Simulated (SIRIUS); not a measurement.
# Hf (P6_3/mmc) in SIRIUS: convergence with smearing width

Aim: find how far smearing width must go before the results for Hf settle, at PBEsol. This setting moves, with any that are tied to it; all else stays.

Program: SIRIUS 7.12.0. These are calculated values, not measurements. Logs are shortened: lines on timing, memory, paths and dates and some standing lists are left out, and cuts for length are marked. The log counts tension as positive stress, the text compression.

## 1. The crystal as given

It takes space group P6_3/mmc (No. 194, hexagonal). Conventional cell: a = 3.197 Å, b = 3.197 Å, c = 5.058 Å, α = 90.00°, β = 90.00°, γ = 120.00°. Hf (site symmetry -6m2) is surrounded by 12 Hf at 3.13 to 3.20 Å.

## 2. With smearing width 0.3 eV

Input file sirius.json:

```json
{
  "control": {
    "processing_unit": "cpu",
    "std_evp_solver_name": "lapack",
    "gen_evp_solver_name": "lapack",
    "verbosity": 2,
    "print_forces": true,
    "ortho_rf": true,
    "use_second_variation": true,
    "rmt_max": 3.0,
    "num_bands_to_print": 24,
    "save_wf": true
  },
  "parameters": {
    "electronic_structure_method": "full_potential_lapwlo",
    "xc_functionals": ["XC_GGA_X_PBE_SOL", "XC_GGA_C_PBE_SOL"],
    "core_relativity": "dirac",
    "valence_relativity": "iora",
    "num_fv_states": 37,
    "smearing": "fermi_dirac",
    "smearing_width": 0.0110247967,
    "pw_cutoff": 20,
    "gk_cutoff": 3.47,
    "lmax_apw": 11,
    "lmax_rho": 8,
    "lmax_pot": 8,
    "num_mag_dims": 0,
    "auto_rmt": 0,
    "ngridk": [10, 10, 5],
    "shiftk": [0, 0, 0],
    "num_dft_iter": 80,
    "energy_tol": 1e-07,
    "density_tol": 1e-05,
    "use_symmetry": true
  },
  "settings": {"tol_ne": 1e-10},
  "iterative_solver": {"type": "exact"},
  "mixer": {"type": "anderson", "beta": 0.5, "max_history": 8},
  "unit_cell": {
    "lattice_vectors": [[6.0408875026, 0.0, 0.0], [-3.0204437513, 5.2315620387, 0.0], [0.0, 0.0, 9.5578567931]],
    "atom_types": ["Hf"],
    "atom_files": {"Hf": "Hf.json"},
    "atoms": {"Hf": [[0.6666666667, 0.3333333333, 0.75], [0.3333333333, 0.6666666667, 0.25]]}
  }
}
```

Input file Hf.json:

```json
{
  "name": "hafnium",
  "symbol": "Hf",
  "number": 72,
  "mass": 178.49,
  "rmin": 1e-06,
  "rmt": 2.65,
  "nrmt": 800,
  "rinf": 17.22,
  "core": "1s2s2p3s3p3d4s4p4d",
  "valence": [
    {"basis": [{"enu": 0.12, "dme": 0, "n": 0, "auto": 0}, {"enu": 0.12, "dme": 1, "n": 0, "auto": 0}]},
    {"l": 0, "n": 1, "basis": [{"enu": 0.22, "dme": 0, "n": 0, "auto": 0}]},
    {"l": 1, "n": 2, "basis": [{"enu": 0.22, "dme": 0, "n": 0, "auto": 0}]},
    {"l": 2, "n": 3, "basis": [{"enu": 0.22, "dme": 0, "n": 0, "auto": 0}]},
    {"l": 3, "n": 4, "basis": [{"enu": 0.22, "dme": 0, "n": 0, "auto": 0}]},
    {"l": 4, "n": 5, "basis": [{"enu": 0.22, "dme": 0, "n": 0, "auto": 0}]}
  ],
  "lo": [
    {"l": 0, "basis": [{"enu": 0.22, "dme": 0, "n": 0, "auto": 0}, {"enu": 0.22, "dme": 1, "n": 0, "auto": 0}]},
    {
      "l": 0,
      "basis": [{"enu": -2.1307, "dme": 0, "n": 5, "auto": 1}, {"enu": -2.1307, "dme": 1, "n": 5, "auto": 1}]
    },
    {
      "l": 0,
      "basis": [{"enu": -2.1307, "dme": 1, "n": 5, "auto": 1}, {"enu": 0.22, "dme": 0, "n": 0, "auto": 0}]
    },
    {"l": 0, "basis": [{"enu": 0.22, "dme": 0, "n": 0, "auto": 0}, {"enu": 2.4984, "dme": 0, "n": 0, "auto": 0}]},
    {"l": 1, "basis": [{"enu": 0.22, "dme": 0, "n": 0, "auto": 0}, {"enu": 0.22, "dme": 1, "n": 0, "auto": 0}]},
    {
      "l": 1,
      "basis": [{"enu": -0.983, "dme": 0, "n": 5, "auto": 1}, {"enu": -0.983, "dme": 1, "n": 5, "auto": 1}]
    },
    {"l": 1, "basis": [{"enu": -0.983, "dme": 1, "n": 5, "auto": 1}, {"enu": 0.22, "dme": 0, "n": 0, "auto": 0}]},
    {"l": 1, "basis": [{"enu": 0.22, "dme": 0, "n": 0, "auto": 0}, {"enu": 2.8401, "dme": 0, "n": 0, "auto": 0}]},
    {"l": 2, "basis": [{"enu": 0.22, "dme": 0, "n": 0, "auto": 0}, {"enu": 0.22, "dme": 1, "n": 0, "auto": 0}]},
    {"l": 2, "basis": [{"enu": 0.22, "dme": 1, "n": 0, "auto": 0}, {"enu": 0.22, "dme": 2, "n": 0, "auto": 0}]},
    {"l": 2, "basis": [{"enu": 0.22, "dme": 0, "n": 0, "auto": 0}, {"enu": 2.4414, "dme": 0, "n": 0, "auto": 0}]},
    {"l": 3, "basis": [{"enu": 0.22, "dme": 0, "n": 0, "auto": 0}, {"enu": 0.22, "dme": 1, "n": 0, "auto": 0}]},
    {
      "l": 3,
      "basis": [{"enu": -0.3073, "dme": 0, "n": 4, "auto": 1}, {"enu": -0.3073, "dme": 1, "n": 4, "auto": 1}]
    },
    {
      "l": 3,
      "basis": [{"enu": -0.3073, "dme": 1, "n": 4, "auto": 1}, {"enu": 0.22, "dme": 0, "n": 0, "auto": 0}]
    },
    {"l": 3, "basis": [{"enu": 0.22, "dme": 0, "n": 0, "auto": 0}, {"enu": 3.5237, "dme": 0, "n": 0, "auto": 0}]},
    {"l": 4, "basis": [{"enu": 0.22, "dme": 0, "n": 0, "auto": 0}, {"enu": 0.22, "dme": 1, "n": 0, "auto": 0}]},
    {"l": 4, "basis": [{"enu": 0.22, "dme": 0, "n": 0, "auto": 0}, {"enu": 2.9541, "dme": 0, "n": 0, "auto": 0}]}
  ],
  "free_atom": [... radial grid and density of the free atom, the start of the SCF ...]
}
```

Input file sirius_start.json:

```json
{
  "control": {
    "processing_unit": "cpu",
    "std_evp_solver_name": "lapack",
    "gen_evp_solver_name": "lapack",
    "verbosity": 1,
    "print_forces": false,
    "ortho_rf": true,
    "use_second_variation": true,
    "rmt_max": 3.0,
    "num_bands_to_print": 24,
    "save_wf": false
  },
  "parameters": {
    "electronic_structure_method": "full_potential_lapwlo",
    "xc_functionals": ["XC_LDA_X", "XC_LDA_C_PW"],
    "core_relativity": "dirac",
    "valence_relativity": "iora",
    "num_fv_states": 37,
    "smearing": "fermi_dirac",
    "smearing_width": 0.0055123983,
    "pw_cutoff": 20,
    "gk_cutoff": 2.78,
    "lmax_apw": 11,
    "lmax_rho": 8,
    "lmax_pot": 8,
    "num_mag_dims": 0,
    "auto_rmt": 0,
    "ngridk": [4, 4, 2],
    "shiftk": [0, 0, 0],
    "num_dft_iter": 30,
    "energy_tol": 0.01,
    "density_tol": 0.05,
    "use_symmetry": true
  },
  "settings": {"tol_ne": 1e-10},
  "iterative_solver": {"type": "exact"},
  "mixer": {"type": "anderson", "beta": 0.5, "max_history": 8},
  "unit_cell": {
    "lattice_vectors": [[6.0408875026, 0.0, 0.0], [-3.0204437513, 5.2315620387, 0.0], [0.0, 0.0, 9.5578567931]],
    "atom_types": ["Hf"],
    "atom_files": {"Hf": "Hf.json"},
    "atoms": {"Hf": [[0.6666666667, 0.3333333333, 0.75], [0.3333333333, 0.6666666667, 0.25]]}
  }
}
```

Potentials or basis: all-electron FP-LAPW, apw+lo standard.

The run is started by

```console
$ OMP_NUM_THREADS=1 sirius.scf --input=sirius_start.json --output=start.json
$ OMP_NUM_THREADS=1 sirius.scf --input=sirius.json --output=output.json --task=1
```

Standard output:

```text
[info] SIRIUS version : 7.12.0
[info] number of MPI ranks           : 1
[info] MPI grid                      : 1 1
[info] maximum number of OMP threads : 1
[fft] FFT context for density and potential
[fft] =====================================
[fft]   plane wave cutoff                     : 20
[fft]   grid size                             : 45 45 64   total : 129600
[fft]   grid limits                           : -22 22   -22 22   -31 32
[fft]   number of G-vectors within the cutoff : 40747
[fft]   number of G-shells                    : 2073
[fft] FFT context for coarse grid
[fft] =====================================
[fft]   plane wave cutoff                     : 6.94
[fft]   grid size                             : 16 16 24   total : 6144
[fft]   grid limits                           : -7 8   -7 8   -11 12
[fft]   number of G-vectors within the cutoff : 1725
[fft]   number of G-shells                    : 122
[unit cell] lattice vectors
[unit cell]   a1 :       6.0408875026      0.0000000000      0.0000000000
[unit cell]   a2 :      -3.0204437513      5.2315620387      0.0000000000
[unit cell]   a3 :       0.0000000000      0.0000000000      9.5578567931
[unit cell] reciprocal lattice vectors
[unit cell]   b1 :       1.0401096369      0.6005075789     -0.0000000000
[unit cell]   b2 :       0.0000000000      1.2010151577      0.0000000000
[unit cell]   b3 :       0.0000000000     -0.0000000000      0.6573843324
[unit cell] unit cell volume :       302.05960282 [a.u.^3]
[unit cell] 1/sqrt(omega)    :         0.05753786
[unit cell] MT volume        :       155.90362983 (51.61%)
[unit cell] IT volume        :       146.15597299 (48.39%)
[unit cell] number of atom types : 1
[unit cell] type id : 0 symbol : Hf mt_radius :   2.650000 num_atoms : 2
[unit cell] total number of atoms : 2
[unit cell] number of symmetry classes : 1
[unit cell] atom id  type id  class id             position                      vector_field
[unit cell] ------------------------------------------------------------------------------------------
[unit cell]      0        0        0      0.66667   0.33333   0.75000      0.00000   0.00000   0.00000
[unit cell]      1        0        0      0.33333   0.66667   0.25000      0.00000   0.00000   0.00000
[unit cell] atom id         position (Cartesian, a.u.)
[unit cell] ---------------------------------------------
[unit cell]      0       3.020444    1.743854    7.168393
[unit cell]      1      -0.000000    3.487708    2.389464
[unit cell] class id : 0 atom id : 0 1
[unit cell] minimum bond length:     5.916271
[sym] space group number   : 194
[sym] international symbol : P6_3/mmc
[sym] Hall symbol          : -P 6c 2c
[sym] space group transformation matrix :
[sym]   1.0000  0.0000  0.0000
[sym]   0.0000  1.0000  0.0000
[sym]   0.0000  0.0000  1.0000
[... 306 lines left out ...]
[diagonalize] ik:   40   -1.944315   -1.944150   -0.806317   -0.804916   -0.795027   -0.792237   -0.786041   -0.784460   -0.109056   -0.108976   -0.108741   -0.108716   -0.108549   -0.108349   -0.108107   -0.107940   -0.107839   -0.107780   -0.107624   -0.107570   -0.106748   -0.106736    0.224300    0.239749
[diagonalize] ik:   41   -1.944245   -1.944142   -0.804470   -0.804059   -0.797368   -0.794478   -0.785486   -0.784577   -0.109012   -0.108754   -0.108674   -0.108568   -0.108485   -0.108437   -0.108135   -0.108120   -0.107963   -0.107861   -0.107802   -0.107667   -0.106705   -0.106702    0.248587    0.251180
[generate_core_charge_density] atom class : 0
[generate_core_charge_density]   n,l,k : 1 0 1  energy :       -2394.74154287
[generate_core_charge_density]   n,l,k : 2 0 1  energy :        -408.88296061
[generate_core_charge_density]   n,l,k : 2 1 1  energy :        -390.50039435
[generate_core_charge_density]   n,l,k : 2 1 2  energy :        -346.72015086
[generate_core_charge_density]   n,l,k : 3 0 1  energy :         -92.76337807
[generate_core_charge_density]   n,l,k : 3 1 1  energy :         -84.61597061
[generate_core_charge_density]   n,l,k : 3 1 2  energy :         -75.23440459
[generate_core_charge_density]   n,l,k : 3 2 2  energy :         -61.44376767
[generate_core_charge_density]   n,l,k : 3 2 3  energy :         -59.39709485
[generate_core_charge_density]   n,l,k : 4 0 1  energy :         -18.27121644
[generate_core_charge_density]   n,l,k : 4 1 1  energy :         -14.93487952
[generate_core_charge_density]   n,l,k : 4 1 2  energy :         -12.78453245
[generate_core_charge_density]   n,l,k : 4 2 2  energy :          -7.30203724
[generate_core_charge_density]   n,l,k : 4 2 3  energy :          -6.90819603
[find] Total energy                   :  -30186.55853985 (Ha),  -60373.11707970 (Ry)
[find] iteration : 1, RMS (target) : 2.1814e-01 (1.0000e-05) , energy difference (target) : -8.6787e-05 (1.0000e-07)
[find] Total energy                   :  -30186.55850232 (Ha),  -60373.11700465 (Ry)
[... 18 lines left out ...]
[find] valence_eval_sum               :     -17.78939254
[find] core_eval_sum                  :  -18441.13924280
[find] kinetic energy                 :   33764.66557743
[find] enuc                           :  -37630.87230835
[find] <rho|V^{XC}>                   :    -804.14472520
[find] <rho|E^{XC}>                   :    -610.62688597
[find] <mag|B^{XC}>                   :       0.00000000
[find] <rho|V^{H}>                    :  -51419.44948758
[find] smearing (-TS)                 :      -0.02478383
[find] SCF correction                 :      -0.00019339
[find] Total energy                   :  -30186.55855407 (Ha),  -60373.11710814 (Ry)
[find] Free energy (E-TS)             :  -30186.58333789 (Ha),  -60373.16667579 (Ry)
[find] band gap (eV)                  :       0.00000000
[find] Efermi                         :       0.33360384
[find] iteration : 6, RMS (target) : 6.2558e-06 (1.0000e-05) , energy difference (target) : -7.9006e-08 (1.0000e-07)
[find] converged after 7 SCF iterations!
[find] Charges and magnetic moments
[find] --------------------------------------------------------------------------------
[find] atom      charge    core leakage
[find] --------------------------------------------------------------------------------
[find]    0   70.055433    1.057832e-06
[find]    1   70.055433    1.057832e-06
[find] total core leakage    : 2.11566316e-06
[find] interstitial charge   : 3.889126
[find] total charge          : 143.999991
[find] Energy
[find] --------------------------------------------------------------------------------
[find] valence_eval_sum               :     -17.78939254
[find] core_eval_sum                  :  -18441.13924280
[find] kinetic energy                 :   33764.66557743
[find] enuc                           :  -37630.87230835
[find] <rho|V^{XC}>                   :    -804.14472520
[find] <rho|E^{XC}>                   :    -610.62688597
[find] <mag|B^{XC}>                   :       0.00000000
[find] <rho|V^{H}>                    :  -51419.44948758
[find] smearing (-TS)                 :      -0.02478383
[find] SCF correction                 :      -0.00019339
[find] Total energy                   :  -30186.55855407 (Ha),  -60373.11710814 (Ry)
[find] Free energy (E-TS)             :  -30186.58333789 (Ha),  -60373.16667579 (Ry)
[find] band gap (eV)                  :       0.00000000
[find] Efermi                         :       0.33360384
[ground_state]
[ground_state] ==== total Forces in Ha/bohr =====
[ground_state] atom:    0, force:       0.0000000      0.0000000     -0.0000000
[ground_state] atom:    1, force:      -0.0000000     -0.0000000      0.0000000
[ground_state] ==== contribution from density =====
[ground_state] atom:    0, force:       0.0000000     -0.0000000      0.0000000
[ground_state] atom:    1, force:      -0.0000000      0.0000000      0.0000000
[ground_state] ==== contribution from Hartree potential =====
[ground_state] atom:    0, force:       0.0000000      0.0000000      0.0000000
[ground_state] atom:    1, force:      -0.0000000     -0.0000000      0.0000000
[ground_state] ==== contribution from IBS =====
[ground_state] atom:    0, force:       0.0000000      0.0000000     -0.0000000
[ground_state] atom:    1, force:      -0.0000000      0.0000000      0.0000000
```

Wall time 77 s (1 thread of Arm Neoverse V1, shared host); peak memory 0.52 GiB.

Results:

```yaml
Free_energy: -821418.7787 eV
Band_gap_on_the_k_mesh: none (metal or under the smearing width)
All_electrons_inside_the_program's_atomic_spheres: Hf 70.06 (radii Hf 2.65 bohr)
```

## 3. With smearing width 0.2 eV

sirius.json, as its differences from that of step 2:

```diff
@@ -20,3 +20,3 @@
     "smearing": "fermi_dirac",
-    "smearing_width": 0.0110247967,
+    "smearing_width": 0.0073498644,
     "pw_cutoff": 20,
```

Hf.json is that of step 2.

sirius_start.json is that of step 2.

Potentials or basis: all-electron FP-LAPW, apw+lo standard.

The run is started by

```console
$ OMP_NUM_THREADS=1 sirius.scf --input=sirius_start.json --output=start.json
$ OMP_NUM_THREADS=1 sirius.scf --input=sirius.json --output=output.json --task=1
```

It took 79 s on 1 thread of Arm Neoverse V1, shared host; peak memory 0.52 GiB.

Results:

* Free energy: -821418.5982 eV
* Band gap on the k mesh: none (metal or under the smearing width)
* All electrons inside the program's atomic spheres: Hf 70.05 (radii Hf 2.65 bohr)

## 4. With smearing width 0.1 eV

sirius.json, as its differences from that of step 3:

```diff
@@ -20,3 +20,3 @@
     "smearing": "fermi_dirac",
-    "smearing_width": 0.0073498644,
+    "smearing_width": 0.0036749322,
     "pw_cutoff": 20,
```

Hf.json is that of step 3.

sirius_start.json is that of step 3.

The run is started by

```console
$ OMP_NUM_THREADS=1 sirius.scf --input=sirius_start.json --output=start.json
$ OMP_NUM_THREADS=1 sirius.scf --input=sirius.json --output=output.json --task=1
```

Wall time 78 s (1 thread of Arm Neoverse V1, shared host); peak memory 0.52 GiB.

What came out:

* Free energy: -821418.5033 eV
* Band gap on the k mesh: none (metal or under the smearing width)
* All electrons inside the program's atomic spheres: Hf 70.05 (radii Hf 2.65 bohr)

## 5. With smearing width 0.05 eV

sirius.json, as its differences from that of step 4:

```diff
@@ -20,3 +20,3 @@
     "smearing": "fermi_dirac",
-    "smearing_width": 0.0036749322,
+    "smearing_width": 0.0018374661,
     "pw_cutoff": 20,
```

Hf.json is that of step 4.

sirius_start.json is that of step 4.

The run is started by

```console
$ OMP_NUM_THREADS=1 sirius.scf --input=sirius_start.json --output=start.json
$ OMP_NUM_THREADS=1 sirius.scf --input=sirius.json --output=output.json --task=1
```

Run time: 77 s. Hardware: 1 thread of Arm Neoverse V1, shared host; peak memory 0.52 GiB.

What came out:

* Free energy: -821418.4841 eV
* Band gap on the k mesh: none (metal or under the smearing width)
* All electrons inside the program's atomic spheres: Hf 70.05 (radii Hf 2.65 bohr)

## 6. With smearing width 0.025 eV

sirius.json, as its differences from that of step 5:

```diff
@@ -20,3 +20,3 @@
     "smearing": "fermi_dirac",
-    "smearing_width": 0.0018374661,
+    "smearing_width": 0.0009187331,
     "pw_cutoff": 20,
```

Hf.json is that of step 5.

sirius_start.json is that of step 5.

Potentials or basis: all-electron FP-LAPW, apw+lo standard.

The run is started by

```console
$ OMP_NUM_THREADS=1 sirius.scf --input=sirius_start.json --output=start.json
$ OMP_NUM_THREADS=1 sirius.scf --input=sirius.json --output=output.json --task=1
```

Run time: 77 s. Hardware: 1 thread of Arm Neoverse V1, shared host; peak memory 0.52 GiB.

It converged, with:

```
Free energy                                       : -821418.4801 eV
Band gap on the k mesh                            : none (metal or under the smearing width)
All electrons inside the program's atomic spheres : Hf 70.05 (radii Hf 2.65 bohr)
```

## 7. With smearing width 0.01 eV

sirius.json, as its differences from that of step 6:

```diff
@@ -20,3 +20,3 @@
     "smearing": "fermi_dirac",
-    "smearing_width": 0.0009187331,
+    "smearing_width": 0.0003674932,
     "pw_cutoff": 20,
```

Hf.json is that of step 6.

sirius_start.json is that of step 6.

The run is started by

```console
$ OMP_NUM_THREADS=1 sirius.scf --input=sirius_start.json --output=start.json
$ OMP_NUM_THREADS=1 sirius.scf --input=sirius.json --output=output.json --task=1
```

Wall time 78 s (1 thread of Arm Neoverse V1, shared host); peak memory 0.52 GiB.

Results (log left out):

* Free energy: -821418.4786 eV
* Band gap on the k mesh: none (metal or under the smearing width)
* All electrons inside the program's atomic spheres: Hf 70.05 (radii Hf 2.65 bohr)

## 8. The series at a glance

| smearing width | energy less the tightest run, at zero smearing (meV/atom) | SCF cycles | CPU time (s) | peak memory (GiB) |
| --- | --- | --- | --- | --- |
| 0.3 eV | 18.35 | 7 | 77 | 0.52 |
| 0.2 eV | 8.17 | 7 | 79 | 0.52 |
| 0.1 eV | 1.43 | 7 | 78 | 0.52 |
| 0.05 eV | -0.23 | 7 | 77 | 0.52 |
| 0.025 eV | -0.30 | 7 | 77 | 0.52 |
| 0.01 eV | 0.00 | 7 | 78 | 0.52 |

Against the tightest run, the energy stays within 1 meV/atom from 0.05 eV on. Narrower smearing needs a denser k mesh, so at a fixed mesh the narrowest width isn't the most accurate. The tightest run that finished is the yardstick and may itself not be fully converged.
